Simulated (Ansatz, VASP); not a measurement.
# One calculation of FeO (Wuestite), two programs

INCAR

```
SYSTEM = FeO
ALGO = Normal
EDIFF = 1E-6
ENCUT = 520
GGA = PS
ISIF = 2
ISMEAR = -1
ISPIN = 2
LASPH = .True.
LCHARG = .False.
LMAXMIX = 4
LORBIT = 11
LREAL = .False.
LWAVE = .False.
MAGMOM = 3 0
NBANDS = 18
NELM = 150
PREC = Accurate
SIGMA = 0.05
```

Contents of KPOINTS:

```
k-points
0
Gamma
  11 11 11
  0 0 0
```

The input POSCAR:

```
FeO
1.0
    1.5288796120      0.8826990556      2.5362637132
   -1.5288796120      0.8826990556      2.5362637132
    0.0000000000     -1.7653981111      2.5362637132
Fe O
1 1
Direct
    0.0000000000      0.0000000000      0.0000000000
    0.5000000000      0.5000000000      0.5000000000
```

input.yaml

```yaml
crystal:
  lattice:
    - [1.528879612, 0.8826990556, 2.5362637132]
    - [-1.528879612, 0.8826990556, 2.5362637132]
    - [0.0, -1.7653981111, 2.5362637132]
  atoms:
    - { symbol: Fe, position: [0.0, 0.0, 0.0], spin: 3.0 }
    - { symbol: O, position: [0.5, 0.5, 0.5] }
kpoints:
  mp_grid: { grid: [11, 11, 11] }
scf:
  occupations: { method: fermi_dirac, width: 0.05 }
hamiltonian:
  xc: pbesol
  pseudopotentials: { kind: all_electron, lapw: { basis_error: 0.0005 } }
magnetization:
  spin_polarized: true
output:
  forces: true
  stress: true
  eigenvalues: true
```

Change from the starting cell: volume scaled by 1.02.

Alike in both runs: task single point; functional PBEsol; k mesh 11 × 11 × 11; occupations fermi-dirac, width 0.05 eV; collinear spin.

```csv
,VASP,Ansatz
version,VASP 6.6.1,Ansatz 0.2.0
potentials or method,"VASP PAW PBE potentials, release 64 (Fe, O)","all-electron LAPW, scalar-relativistic"
plane-wave cutoff (eV),520,see its input
```

Ansatz gave:

* gap on the k mesh at the Fermi level (eV): none
* pressure (GPa): -12.6
* largest component of the traceless stress (GPa): 0.68
* net moment per atom (μB): 2.00
* size of the moment on the site where the two differ most (μB): 0.32

Estimate VASP's values.

gap on the k mesh at the Fermi level (eV): none; pressure (GPa): -12.4; largest component of the traceless stress (GPa): 0.71; net moment per atom (μB): 2.00; size of the moment on the site where the two differ most (μB): 0.30.

Site moments also hang on the region over which each program counts them. A gap of «none» marks a metal or a gap that the smearing closes. Ansatz ran all-electron here, so the differences hold the error of VASP's frozen core and of both bases.

Caveats: a cell with one magnetic atom can't hold antiferromagnetic order, which such compounds often take; semilocal functionals often make such compounds metallic where correlation or magnetic order opens a gap, which also shifts bond lengths; the PAW data sets were made with another functional, which shifts forces and pressure a little (VASP).
